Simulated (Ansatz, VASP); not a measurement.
One calculation of MgB2 (e600), two programs

The input INCAR:

```
  PREC = Accurate
  ENCUT = 600
  EDIFF = 1E-7
  ISMEAR = 0
  SIGMA = 0.1
  LREAL = F
  LASPH = T
  NELM = 100
  ALGO = Normal
  ISIF = 3
  LWAVE = F
  LCHARG = F
  GGA = PE
  IBRION = 2
  NSW = 100
  EDIFFG = -0.002
```

KPOINTS

```
regular mesh
0
Gamma
  15 15 12
```

File POSCAR:

```
MgB2
1.0
    3.0850000000      0.0000000000      0.0000000000
   -1.5425000000      2.6716883707      0.0000000000
    0.0000000000      0.0000000000      3.5230000000
Mg B
1 2
Direct
    0.0000000000      0.0000000000      0.0000000000
    0.3333333333      0.6666666667      0.5000000000
    0.6666666667      0.3333333333      0.5000000000
```

Input for Ansatz:

```yaml
crystal:
  lattice:
    - [3.085, 0.0, 0.0]
    - [-1.5425, 2.6716883707, 0.0]
    - [0.0, 0.0, 3.523]
  atoms:
    - { symbol: Mg, position: [0.0, 0.0, 0.0] }
    - { symbol: B, position: [0.3333333333, 0.6666666667, 0.5] }
    - { symbol: B, position: [0.6666666667, 0.3333333333, 0.5] }
basis:
  ecutwfc: 600.0
kpoints:
  mp_grid: { grid: [15, 15, 12] }
hamiltonian:
  xc: pbe
scf:
  occupations: { method: gaussian, width: 0.1 }
output:
  forces: true
  stress: true
  eigenvalues: true
  write_density: true
  write_potential: true
  elf: true
  volumetric_format: npy
relax:
  adjacent_minimum: "off"
  f_tol: 0.002
  max_steps: 80
  cell: { stress_tol: 0.02 }
```

Alike in both runs: task relaxation of cell and atoms; functional PBE; k mesh 15 × 15 × 12; occupations gaussian, width 0.1 eV; no spin polarisation.

|  | VASP | Ansatz |
| --- | --- | --- |
| version | VASP 6.6.1 | Ansatz 0.2.0 |
| potentials or method | VASP PAW PBE potentials, release 64 (Mg, B) | scalar-relativistic, plane waves, PAW |
| plane-wave cutoff (eV) | 600 | 600 |
| valence electrons in the cell | 8 | 16 |

|  | VASP | Ansatz | Ansatz less VASP |
| --- | --- | --- | --- |
| gap on the k mesh at the Fermi level, each at its own relaxed structure (eV) | none | none | - |
| relaxed volume (Å³/atom) | 9.61 | 9.63 | +0.016 |
| relaxed cell length with the largest relative difference (Å) | 3.527 | 3.532 | +0.0046 |

A gap of «none» marks a metal or a gap that the smearing closes. The two sets of potentials don't hold the same shells in valence.
